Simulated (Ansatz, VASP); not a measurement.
# ZnO (zincite) in two plane-wave programs

Wanted: the spread between two codes on one cell, functional and k mesh. The cell is taken from a series of VASP runs on this material, whose earlier steps may have relaxed, scaled or displaced it; both programs get it as it stands.

Calculated with Ansatz 0.2.0; plane waves, with VASP 6.6.1 beside it; elastic constants at LDA.

## 1. Starting point

Symmetry: P6_3mc, No. 186, hexagonal system. The conventional cell has a = 3.195 Å, b = 3.195 Å, c = 5.165 Å, α = 90.00°, β = 90.00°, γ = 120.00°. Nearest to Zn lie 4 O at 1.95 Å. O has 4 Zn at 1.95 Å nearest. Farther neighbours and most contacts between anions are not listed.

## 2. VASP: elastic constants, LDA

Elastic constants are differences of stresses under small strains, so they test the stress and the mesh.

Lines of VASP's logs that name or quote its potential files are left out, and so is its time.

Input file INCAR:

```
SYSTEM = ZnO
PREC = Accurate
ENCUT = 800
EDIFF = 1E-08
NELM = 100
ISMEAR = 0
SIGMA = 0.03
LREAL = .FALSE.
ALGO = Normal
GGA = CA
NBANDS = 24
LORBIT = 11
LWAVE = .FALSE.
LCHARG = .FALSE.
KPAR = 8
IBRION = 6
NFREE = 2
POTIM = 0.015
ISIF = 3
NSW = 1
```

Input file POSCAR:

```
ZnO
1.0
    3.1949493353      0.0000000000      0.0000000000
   -1.5974746677      2.7669072882      0.0000000000
    0.0000000000      0.0000000000      5.1648390986
Zn O
2 2
Direct
    0.6666666667      0.3333333333      0.0002913901
    0.3333333333      0.6666666667      0.5002913901
    0.3333333333      0.6666666667      0.8787186099
    0.6666666667      0.3333333333      0.3787186099
```

Input file KPOINTS:

```
Automatic mesh
0
Gamma
9 9 6
0 0 0
```

The projector-augmented-wave data sets are Zn and O (LDA family, release 64).

On the command line:

```sh
> mpirun -np 8 vasp_std
```

Numbers of over 12 decimals in the logs are rounded to 6 here.

The program printed:

```text
[banner, memory and clock lines left out]
running    8 mpi-ranks, on    1 nodes
 distrk:  each k-point on    1 cores,    8 groups
 distr:  one band on    1 cores,    1 groups

 POSCAR found type information on POSCAR ZnO
 POSCAR found :  2 types and       4 ions
|                                                                             |
|           W    W    AA    RRRRR   N    N  II  N    N   GGGG   !!!           |
|           W    W   A  A   R    R  NN   N  II  NN   N  G    G  !!!           |
|           W    W  A    A  R    R  N N  N  II  N N  N  G       !!!           |
|           W WW W  AAAAAA  RRRRR   N  N N  II  N  N N  G  GGG   !            |
|           WW  WW  A    A  R   R   N   NN  II  N   NN  G    G                |
|           W    W  A    A  R    R  N    N  II  N    N   GGGG   !!!           |
|                                                                             |
|     For optimal performance we recommend to set                             |
|       NCORE = 2 up to number-of-cores-per-socket                            |
|     NCORE specifies how many cores store one orbital (NPAR=cpu/NCORE).      |
|     This setting can greatly improve the performance of VASP for DFT.       |
|     The default, NCORE=1 might be grossly inefficient on modern             |
|     multi-core architectures or massively parallel machines. Do your        |
|     Unfortunately you need to use the default for GW and RPA                |
|     calculations (for HF NCORE is supported but not extensively tested      |
|     yet).                                                                   |
|                                                                             |

 LDA part: xc-table for (Slater(with rela. corr.)+CA(PZ))
 , standard interpolation
 POSCAR, INCAR and KPOINTS ok, starting setup
 FFT: planning ... GRIDC
 FFT: planning ... GRID_SOFT
 FFT: planning ... GRID
 WAVECAR not read
 entering main loop
       N       E                     dE             d eps       ncg     rms          rms(c)
DAV:   1     0.338937629067E+03    0.33894E+03   -0.24028E+04  2328   0.295E+03
DAV:   2     0.112900469887E+02   -0.32765E+03   -0.30934E+03  2472   0.528E+02
DAV:   3    -0.235814701976E+02   -0.34872E+02   -0.34543E+02  2744   0.166E+02
DAV:   4    -0.242412612844E+02   -0.65979E+00   -0.65929E+00  2536   0.234E+01
DAV:   5    -0.242453049330E+02   -0.40436E-02   -0.40435E-02  2720   0.179E+00    0.154E+01
DAV:   6    -0.210976865852E+02    0.31476E+01   -0.82211E+00  3944   0.660E+01    0.989E+00
DAV:   7    -0.212349129300E+02   -0.13723E+00   -0.25279E+00  2424   0.177E+01    0.577E+00
DAV:   8    -0.212244066057E+02    0.10506E-01   -0.66042E-01  3088   0.770E+00    0.169E+00
DAV:   9    -0.211704735689E+02    0.53933E-01   -0.13015E-01  3544   0.722E+00    0.331E-01
DAV:  10    -0.211729239558E+02   -0.24504E-02   -0.41432E-02  2336   0.146E+00    0.109E-01
DAV:  11    -0.211728037725E+02    0.12018E-03   -0.70225E-04  2744   0.228E-01    0.228E-02
DAV:  12    -0.211728077359E+02   -0.39634E-05   -0.37005E-05  2784   0.137E-01    0.104E-02
DAV:  13    -0.211728094468E+02   -0.17110E-05   -0.54293E-06  3616   0.687E-02    0.123E-02
DAV:  14    -0.211728071719E+02    0.22749E-05   -0.39626E-06  3376   0.227E-02    0.307E-03
DAV:  15    -0.211728071497E+02    0.22249E-07   -0.88812E-07  2456   0.744E-03    0.115E-03
DAV:  16    -0.211728071363E+02    0.13350E-07   -0.40936E-08  2592   0.170E-03    0.520E-04
DAV:  17    -0.211728071324E+02    0.39554E-08   -0.64621E-09  1368   0.228E-03
   1 F= -.21172807E+02 E0= -.21172807E+02  d E =-.683165E-15
[... from here on, the cycles between the ionic steps are left out ...]
  13 F= -.21170889E+02 E0= -.21170889E+02  d E =-.179767E-14
  14 F= -.21171868E+02 E0= -.21171868E+02  d E =-.114640E-14
  15 F= -.21171868E+02 E0= -.21171868E+02  d E =-.115157E-14
  16 F= -.21171383E+02 E0= -.21171383E+02  d E =-.896656E-16
  17 F= -.21171433E+02 E0= -.21171433E+02  d E =-.103454E-13
  18 F= -.21171794E+02 E0= -.21171794E+02  d E =-.118201E-14
  19 F= -.21171794E+02 E0= -.21171794E+02  d E =-.118046E-14
  20 F= -.21171417E+02 E0= -.21171417E+02  d E =-.572885E-14
 Finite differences progress:
  Degree of freedom:  10/ 10
  Displacement:        1/  2
  Total:              19/ 20
 bond charge predicted
       N       E                     dE             d eps       ncg     rms          rms(c)
DAV:   1    -0.211636656527E+02    0.77511E-02   -0.42568E+00  2976   0.143E+01    0.477E-01
DAV:   2    -0.211718176536E+02   -0.81520E-02   -0.93897E-02  3408   0.345E+00    0.270E-01
DAV:   3    -0.211714552072E+02    0.36245E-03   -0.22120E-03  3392   0.611E-01    0.173E-01
DAV:   4    -0.211713588297E+02    0.96377E-04   -0.54552E-04  4608   0.641E-01    0.208E-02
DAV:   5    -0.211713685962E+02   -0.97665E-05   -0.21274E-04  3200   0.259E-01    0.230E-02
DAV:   6    -0.211713678688E+02    0.72734E-06   -0.10543E-05  3608   0.401E-02    0.914E-03
DAV:   7    -0.211713673875E+02    0.48136E-06   -0.23698E-06  4032   0.204E-02    0.243E-03
DAV:   8    -0.211713673848E+02    0.27230E-08   -0.41527E-07  3232   0.109E-02    0.807E-04
DAV:   9    -0.211713673857E+02   -0.91404E-09   -0.50657E-08  3400   0.279E-03
  21 F= -.21171367E+02 E0= -.21171367E+02  d E =-.458732E-16
 Finite differences progress:
  Degree of freedom:  10/ 10
  Displacement:        2/  2
  Total:              20/ 20
```

OUTCAR, selected parts (step 2):

```text
ion  position               nearest neighbor table
   1  0.667  0.333  0.000-   3 1.95   3 1.95   3 1.95   4 1.95
   2  0.333  0.667  0.500-   4 1.95   4 1.95   4 1.95   3 1.95
   3  0.333  0.667  0.879-   1 1.95   1 1.95   1 1.95   2 1.95
   4  0.667  0.333  0.379-   2 1.95   2 1.95   2 1.95   1 1.95

  LATTYP: Found a hexagonal cell.
 ALAT       =     3.1949493353
 C/A-ratio  =     1.6165636937

 Subroutine GETGRP returns: Found 12 space group operations
 (whereof  6 operations were pure point group operations)

The static configuration has the point symmetry C_3v.
 The point group associated with its full space group is C_6v.

 Found     48 irreducible k-points:

   k-points           NKPTS =     48   k-points in BZ     NKDIM =     48   number of bands    NBANDS=     24

   dimension x,y,z NGX =    30 NGY =   30 NGZ =   48
   dimension x,y,z NGXF=    60 NGYF=   60 NGZF=   96

   ENCUT  =  800.0 eV  58.80 Ry    7.67 a.u.   7.37  7.37 11.91*2*pi/ulx,y,z

   NELECT =      36.0000    total number of electrons

 k-points in reciprocal lattice and weights: Automatic mesh
   0.00000000  0.00000000  0.00000000       0.002
   0.11111111  0.00000000  0.00000000       0.012
   0.22222222 -0.00000000  0.00000000       0.012
   0.33333333 -0.00000000  0.00000000       0.012
   0.44444444 -0.00000000  0.00000000       0.012
   0.11111111  0.11111111  0.00000000       0.012
   0.22222222  0.11111111  0.00000000       0.025
   0.33333333  0.11111111  0.00000000       0.025
   0.44444444  0.11111111  0.00000000       0.012
[...]
0.33333333  0.22222222  0.50000000       0.025
   0.33333333  0.33333333  0.50000000       0.004

 average (electrostatic) potential at core
       1 -36.7577       2 -36.7278       3 -74.0924       4 -74.0880

 E-fermi :   1.4309

 k-point     1 :       0.0000    0.0000    0.0000
  band No.  band energies     occupation
    ...
     14       0.4056      2.00000
     15       0.4056      2.00000
     16       1.1807      2.00000
     17       1.2720      2.00000
     18       1.2720      2.00000
     19       2.0736      0.00000
     20       6.5519      0.00000
     21       9.4603      0.00000
     22      14.2093      0.00000
     23      14.2093      0.00000
    ...

 k-point     2 :       0.1111    0.0000    0.0000
  band No.  band energies     occupation
    ...
     14      -0.0588      2.00000
     15       0.2319      2.00000
     16       0.5702      2.00000
     17       1.0928      2.00000
     18       1.1804      2.00000
     19       2.9358      0.00000
     20       7.0733      0.00000
     21       9.4456      0.00000
     22      12.9910      0.00000
     23      14.3339      0.00000
    ...

 k-point     3 :       0.2222   -0.0000    0.0000
  band No.  band energies     occupation
    ...
     14      -1.0944      2.00000
     15      -0.2714      2.00000
     16      -0.2073      2.00000
     17       0.8194      2.00000
     18       0.9356      2.00000
     19       4.2188      0.00000
     20       8.1606      0.00000
     21       9.3783      0.00000
     22      11.2663      0.00000
     23      13.2450      0.00000
    ...

[...]
...
     14      -0.6754      2.00000
     15      -0.3619      2.00000
     16       0.1213      2.00000
     17       0.9175      2.00000
     18       0.9636      2.00000
     19       3.8834      0.00000
     20       7.8890      0.00000
     21       9.4213      0.00000
     22      11.7935      0.00000
     23      13.4222      0.00000
    ...

  Total       -0.0554506     -0.0554506      0.1831455      0.0000000      0.0000000     -0.0000000
  in kB       -1.9458150     -1.9458150      6.4267509      0.0000000      0.0000000     -0.0000000
  external PRESSURE =       0.8450403 kB  Pullay stress =       0.0000000 kB

  energy-cutoff  :      800.00
  volume of cell :       45.66
      direct lattice vectors                 reciprocal lattice vectors
     3.194949335  0.000000000  0.000000000     0.312994009  0.180707175  0.000000000
    -1.597474668  2.766907288  0.000000000     0.000000000  0.361414350  0.000000000
     0.000000000  0.000000000  5.164839099     0.000000000  0.000000000  0.193616874

 POSITION                                       TOTAL-FORCE (eV/Angst)
 -----------------------------------------------------------------------------------
      1.59747      0.92230      0.00150        -0.000000      0.000000     -0.027066
     -0.00000      1.84460      2.58392         0.000000     -0.000000     -0.089724
     -0.00000      1.84460      4.52344        -0.000000      0.000000      0.195880
      1.59747      0.92230      1.95602         0.000000     -0.000000     -0.079090
 -----------------------------------------------------------------------------------
    total drift:                                0.000000     -0.000000     -0.000323

  FREE ENERGIE OF THE ION-ELECTRON SYSTEM (eV)
  ---------------------------------------------------
  free  energy   TOTEN  =       -21.1713673857 eV

  energy  without entropy=      -21.1713673857  energy(sigma->0) =      -21.17136739

  SYMMETRIZED ELASTIC MODULI (kBar)
 Direction    XX          YY          ZZ          XY          YZ          ZX
 --------------------------------------------------------------------------------
 XX        3053.6685   1071.1504    758.0542     -0.0000     -0.0000      0.0000
 YY        1071.1504   3053.6685    758.0542     -0.0000      0.0000      0.0000
 ZZ         758.0542    758.0542   3364.7706     -0.0000      0.0000      0.0000
 XY          -0.0000     -0.0000     -0.0000    991.2591      0.0000      0.0000
 YZ           0.0000      0.0000      0.0000      0.0000    604.5553     -0.0000
 ZX           0.0000      0.0000      0.0000      0.0000     -0.0000    604.5553
 --------------------------------------------------------------------------------

 Eigenvectors and eigenvalues of the dynamical matrix
 ----------------------------------------------------

   1 f  =   16.654271 THz   104.641872 2PiTHz  555.526688 cm-1    68.876500 meV
             X         Y         Z           dx          dy          dz
      1.597475  0.922302  0.001505    -0.000000    0.000000   -0.096541
     -0.000000  1.844605  2.583925     0.000000   -0.000000    0.096541
     -0.000000  1.844605  4.538440     0.000000   -0.000000   -0.700485
      1.597475  0.922302  1.956021    -0.000000    0.000000    0.700485

   2 f  =   13.371097 THz    84.013081 2PiTHz  446.011791 cm-1    55.298389 meV
             X         Y         Z           dx          dy          dz
      1.597475  0.922302  0.001505    -0.141525    0.233080   -0.000000
     -0.000000  1.844605  2.583925     0.141525   -0.233080    0.000000
     -0.000000  1.844605  4.538440     0.338610   -0.557663   -0.000000
      1.597475  0.922302  1.956021    -0.338610    0.557663   -0.000000

   3 f  =   13.371097 THz    84.013081 2PiTHz  446.011791 cm-1    55.298389 meV
             X         Y         Z           dx          dy          dz
      1.597475  0.922302  0.001505     0.233080    0.141525   -0.000000
     -0.000000  1.844605  2.583925    -0.233080   -0.141525   -0.000000
     -0.000000  1.844605  4.538440    -0.557663   -0.338610    0.000000
      1.597475  0.922302  1.956021     0.557663    0.338610   -0.000000

   4 f  =   12.395572 THz    77.883675 2PiTHz  413.471774 cm-1    51.263943 meV
             X         Y         Z           dx          dy          dz
      1.597475  0.922302  0.001505     0.162707   -0.267967   -0.000000
     -0.000000  1.844605  2.583925     0.162707   -0.267967    0.000000
     -0.000000  1.844605  4.538440    -0.328955    0.541764   -0.000000
      1.597475  0.922302  1.956021    -0.328955    0.541764   -0.000000

   5 f  =   12.395572 THz    77.883675 2PiTHz  413.471774 cm-1    51.263943 meV
             X         Y         Z           dx          dy          dz
      1.597475  0.922302  0.001505    -0.267967   -0.162707   -0.000000
     -0.000000  1.844605  2.583925    -0.267967   -0.162707    0.000000
     -0.000000  1.844605  4.538440     0.541764    0.328955   -0.000000
      1.597475  0.922302  1.956021     0.541764    0.328955   -0.000000

   6 f  =   11.844382 THz    74.420445 2PiTHz  395.086046 cm-1    48.984405 meV
             X         Y         Z           dx          dy          dz
      1.597475  0.922302  0.001505    -0.000000    0.000000    0.313386
     -0.000000  1.844605  2.583925    -0.000000    0.000000    0.313386
     -0.000000  1.844605  4.538440     0.000000   -0.000000   -0.633868
      1.597475  0.922302  1.956021     0.000000   -0.000000   -0.633868

   7 f  =    7.865444 THz    49.420045 2PiTHz  262.362984 cm-1    32.528850 meV
             X         Y         Z           dx          dy          dz
      1.597475  0.922302  0.001505     0.000000    0.000000   -0.700485
     -0.000000  1.844605  2.583925    -0.000000    0.000000    0.700485
     -0.000000  1.844605  4.538440     0.000000   -0.000000    0.096541
      1.597475  0.922302  1.956021     0.000000   -0.000000   -0.096541

   8 f  =    2.683526 THz    16.861089 2PiTHz   89.512780 cm-1    11.098165 meV
             X         Y         Z           dx          dy          dz
      1.597475  0.922302  0.001505     0.338636   -0.557647    0.000000
     -0.000000  1.844605  2.583925    -0.338636    0.557647    0.000000
     -0.000000  1.844605  4.538440     0.141536   -0.233073    0.000000
      1.597475  0.922302  1.956021    -0.141536    0.233073    0.000000

   9 f  =    2.683526 THz    16.861089 2PiTHz   89.512780 cm-1    11.098165 meV
             X         Y         Z           dx          dy          dz
      1.597475  0.922302  0.001505    -0.557647   -0.338636    0.000000
     -0.000000  1.844605  2.583925     0.557647    0.338636    0.000000
     -0.000000  1.844605  4.538440    -0.233073   -0.141536    0.000000
      1.597475  0.922302  1.956021     0.233073    0.141536    0.000000

  10 f/i=    0.000376 THz     0.002360 2PiTHz    0.012531 cm-1     0.001554 meV
             X         Y         Z           dx          dy          dz
      1.597475  0.922302  0.001505     0.009732   -0.633739   -0.000000
     -0.000000  1.844605  2.583925     0.009732   -0.633739   -0.000000
     -0.000000  1.844605  4.538440     0.004813   -0.313460   -0.000000
      1.597475  0.922302  1.956021     0.004813   -0.313460   -0.000000

  11 f/i=    0.000376 THz     0.002360 2PiTHz    0.012531 cm-1     0.001554 meV
             X         Y         Z           dx          dy          dz
      1.597475  0.922302  0.001505    -0.633739   -0.009732    0.000000
     -0.000000  1.844605  2.583925    -0.633739   -0.009732    0.000000
     -0.000000  1.844605  4.538440    -0.313460   -0.004813    0.000000
      1.597475  0.922302  1.956021    -0.313460   -0.004813    0.000000

  12 f/i=    0.002425 THz     0.015235 2PiTHz    0.080883 cm-1     0.010028 meV
             X         Y         Z           dx          dy          dz
      1.597475  0.922302  0.001505     0.000000   -0.000000    0.633868
     -0.000000  1.844605  2.583925     0.000000   -0.000000    0.633868
     -0.000000  1.844605  4.538440     0.000000   -0.000000    0.313386
      1.597475  0.922302  1.956021     0.000000   -0.000000    0.313386

 ELASTIC MODULI CONTR FROM IONIC RELAXATION (kBar)
 Direction    XX          YY          ZZ          XY          YZ          ZX
 --------------------------------------------------------------------------------
 XX        -827.8907    326.2603    490.4491      0.0000     -0.0000     -0.0000
 YY         326.2603   -827.8907    490.4491      0.0000     -0.0000      0.0000
 ZZ         490.4491    490.4491   -959.0341     -0.0000     -0.0000     -0.0000
 XY           0.0000      0.0000     -0.0000   -577.0755     -0.0000     -0.0000
 YZ          -0.0000      0.0000     -0.0000     -0.0000   -222.5986      0.0000
 ZX          -0.0000      0.0000     -0.0000     -0.0000      0.0000   -222.5987
 --------------------------------------------------------------------------------

 TOTAL ELASTIC MODULI (kBar)
 Direction    XX          YY          ZZ          XY          YZ          ZX
 --------------------------------------------------------------------------------
 XX        2225.7778   1397.4107   1248.5033     -0.0000     -0.0000     -0.0000
 YY        1397.4107   2225.7778   1248.5033     -0.0000     -0.0000      0.0000
 ZZ        1248.5033   1248.5033   2405.7365     -0.0000     -0.0000     -0.0000
 XY          -0.0000     -0.0000     -0.0000    414.1836     -0.0000     -0.0000
 YZ          -0.0000      0.0000     -0.0000     -0.0000    381.9567     -0.0000
 ZX          -0.0000      0.0000     -0.0000     -0.0000     -0.0000    381.9566
 --------------------------------------------------------------------------------

 total charge
# of ion       s       p       d       tot
------------------------------------------
    1        0.479   0.539   9.918  10.935
    2        0.479   0.539   9.918  10.935
    3        1.532   3.462   0.000   4.994
    4        1.532   3.462   0.000   4.994
--------------------------------------------------
tot          4.022   8.001  19.835  31.859
```

The last energy, forces, stress and levels in OUTCAR belong to the last displaced cell, not to the cell of POSCAR.

(Continued in part 2 of 2.)

[Lines on the potential files, build, host, timing and source positions are cut from VASP's logs without a mark.]

[Logs are printed without paths, hosts, clocks, repeated set-up lines and the standing remarks that a program may print on its own settings, such as how far it seeks lower states.]

[Hosts, paths, dates, database ids (printed as entryN), source tags and the programs' standing remarks are cut or masked in the printed files.]
